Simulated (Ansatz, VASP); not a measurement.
# Two plane-wave programs on C

```xyz
8
Lattice="2.5221 0.0000 0.0000 -1.2611 2.1842 0.0000 0.0000 0.0000 8.2371" Properties=species:S:1:pos:R:3 pbc="T T T"
C     1.2611    0.7281    6.9501
C     0.0000    1.4561    2.8315
C     1.2611    0.7281    5.4056
C     0.0000    1.4561    1.2870
C     0.0000    0.0000    7.4649
C     0.0000    0.0000    3.3463
C     0.0000    0.0000    4.8908
C     0.0000    0.0000    0.7722
```

This is a hexagonal form of diamond, not graphite.

Alike in both runs: task relaxation of cell and atoms; functional BLYP; k mesh 12 × 12 × 4; occupations fermi-dirac, width 0.05 eV; no spin polarisation.

```csv
,VASP,Ansatz
version,VASP 6.6.1,Ansatz 0.2.0
potentials or method,"VASP PAW PBE potentials, release 64 (C)",Ansatz PAW
plane-wave cutoff (eV),600,420
valence electrons in the cell,32,32
```

Ansatz gave:

| Item | Value |
| --- | --- |
| relaxed volume (Å³/atom) | 5.83 |
| relaxed cell length with the largest relative difference (Å) | 2.536 |
| energy change over the relaxation (meV/atom) | -8 |

**Question.** Which values does VASP return?

**Answer.** Relaxed volume (Å³/atom): 5.83; relaxed cell length with the largest relative difference (Å): 2.537; energy change over the relaxation (meV/atom): -8.

Caveats: the PAW data sets were made with another functional, which shifts forces and pressure a little (VASP); the plane-wave basis is chosen anew once the cell has moved, so the energies of steps on either side of that aren't comparable (Ansatz); the pressure holds a Pulay correction of +1.2 GPa for the finite cutoff (Ansatz); the PAW data sets come from PBE, with cores solved anew for the run's functional, which leaves a small shift of forces and pressure (Ansatz). BLYP gives volumes clearly too large for solids. Expect the measured gap to be larger: semilocal functionals such as BLYP lack the derivative discontinuity.
